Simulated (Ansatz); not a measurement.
Input and command of a plane-wave DFT calculation in Ansatz:

```yaml
crystal:
  lattice:
    - [-5.1913846689, -2.997247336, 4.640466396]
    - [5.1913846689, -2.997247336, 4.640466396]
    - [0.0, 5.994494672, 4.640466396]
  atoms:
    - { symbol: Li, position: [0.7154827716, 0.7149976121, 0.7150106538] }
    - { symbol: Li, position: [0.2178144383, 0.2184462957, 0.7205720957] }
    - { symbol: Li, position: [0.2189365703, 0.7205971108, 0.2172333298] }
    - { symbol: Li, position: [0.721106315, 0.2173320269, 0.2185049096] }
    - { symbol: Li, position: [0.2101214769, 0.2096028579, 0.2095757995] }
    - { symbol: Li, position: [0.7165364507, 0.7180339372, 0.2202857768] }
    - { symbol: Li, position: [0.7185335641, 0.2204108828, 0.7160664675] }
    - { symbol: Li, position: [0.2207617994, 0.7160732992, 0.7179452472] }
    - { symbol: Ta, position: [0.0002517886, -0.0002725995, -0.0002497905] }
    - { symbol: Ta, position: [0.5020294562, 0.5023064634, -0.0030047589] }
    - { symbol: Ta, position: [0.5027915408, -0.0029893914, 0.501604672] }
    - { symbol: Ta, position: [-0.0025162734, 0.5015311628, 0.5021364069] }
    - { symbol: Ta, position: [0.4959840141, 0.4955437594, 0.4955198331] }
    - { symbol: Ta, position: [0.0020018733, -1.91853e-05, 0.5011716429] }
    - { symbol: Ta, position: [0.0004461665, 0.5011589378, 0.0013981209] }
    - { symbol: Ta, position: [0.5016965318, 0.0015275599, 2.54644e-05] }
    - { symbol: O, position: [0.2563967548, 0.4612737161, 0.5910102423] }
    - { symbol: O, position: [0.7623340211, 0.9518051626, 0.5775401764] }
    - { symbol: O, position: [0.7596353882, 0.4557717755, 0.0776586112] }
    - { symbol: O, position: [0.2604677417, 0.9573711699, 0.076831708] }
    - { symbol: O, position: [0.4569362998, 0.7581310337, 0.575438391] }
    - { symbol: O, position: [0.9585104516, 0.2590325994, 0.5784843475] }
    - { symbol: O, position: [0.9552566443, 0.7601543725, 0.0787015099] }
    - { symbol: O, position: [0.455951667, 0.2619188071, 0.0759692663] }
    - { symbol: O, position: [0.5759175589, 0.4564209239, 0.7581617724] }
    - { symbol: O, position: [0.0792043756, 0.95472267, 0.7601618782] }
    - { symbol: O, position: [0.0765142348, 0.4554058914, 0.2618944951] }
    - { symbol: O, position: [0.5789799631, 0.9580330917, 0.2590407065] }
    - { symbol: O, position: [0.7586572813, 0.575395439, 0.4563929397] }
    - { symbol: O, position: [0.2624088522, 0.0759324298, 0.455467733] }
    - { symbol: O, position: [0.2595420277, 0.5784954266, 0.9580402059] }
    - { symbol: O, position: [0.7606748387, 0.0786861812, 0.954713625] }
    - { symbol: O, position: [0.461761451, 0.5909971271, 0.2559235094] }
    - { symbol: O, position: [0.9578574478, 0.076824558, 0.2599485885] }
    - { symbol: O, position: [0.9523480893, 0.5775583125, 0.7618238679] }
    - { symbol: O, position: [0.4562845155, 0.0776445601, 0.7591348498] }
    - { symbol: O, position: [0.5915202233, 0.2558852456, 0.4612751537] }
    - { symbol: O, position: [0.0781264881, 0.7591142852, 0.4557986087] }
    - { symbol: O, position: [0.077352945, 0.2599632566, 0.9573175328] }
    - { symbol: O, position: [0.5780434223, 0.7618280715, 0.9518695067] }
    - { symbol: H, position: [0.3567469138, 0.3559279108, 0.3561796509] }
  host:
    lattice:
      - [2.5956923344, 1.498623668, 4.640466396]
      - [-2.5956923344, 1.498623668, 4.640466396]
      - [0.0, -2.997247336, 4.640466396]
    atoms:
      - { symbol: Li, position: [0.7180794202, 0.7180794202, 0.7180794202] }
      - { symbol: Li, position: [0.2180794202, 0.2180794202, 0.2180794202] }
      - { symbol: Ta, position: [0.0001868261, 0.0001868261, 0.0001868261] }
      - { symbol: Ta, position: [0.5001868261, 0.5001868261, 0.5001868261] }
      - { symbol: O, position: [0.7738194631, 0.3816427108, 0.1380725898] }
      - { symbol: O, position: [0.8816427108, 0.2738194631, 0.6380725898] }
      - { symbol: O, position: [0.6380725898, 0.8816427108, 0.2738194631] }
      - { symbol: O, position: [0.2738194631, 0.6380725898, 0.8816427108] }
      - { symbol: O, position: [0.3816427108, 0.1380725898, 0.7738194631] }
      - { symbol: O, position: [0.1380725898, 0.7738194631, 0.3816427108] }
total_charge: 1
basis:
  ecutwfc: 420
  xc_grid: 2
kpoints:
  mp_grid: { grid: [2, 2, 2], shift: [0.5, 0.5, 0.5] }
hamiltonian:
  xc: pbe
scf:
  occupations: { method: gaussian, width: 0.01 }
output:
  forces: true
  stress: false
  eigenvalues: true
  charged_corrections:
    defect_position: [0.375, 0.35416667, 0.35416667]
    epsilon: [[45.7879, 0.0, 0.0], [0.0, 45.7879, 0.0], [0.0, 0.0, 37.948]]
  write_density: true
  write_potential: true
  elf: true
  volumetric_format: npy
relax:
  adjacent_minimum: "off"
  f_tol: 0.025
  max_steps: 45
```

```bash
ansatz run input.yaml --threads 4 --pin off --max-ram 10240MiB --backend cpu --events-out ev --progress --plain --runs-dir out
```

Processor: Intel(R) Xeon(R) Platinum 8259CL CPU @ 2.50GHz (Skylake/Cascade Lake), 4 threads, on a host shared with other jobs.

Q: Estimate time, memory and problem size.

A: About 4.6 min on 4 threads of Intel(R) Xeon(R) Platinum 8259CL CPU @ 2.50GHz (Skylake/Cascade Lake), on a shared host, peak memory 1.8 GiB. It solves 177 bands at 4 k points (the mesh reduced by symmetry) with about 8505 plane waves, in 99 SCF iterations over 16 ionic steps.
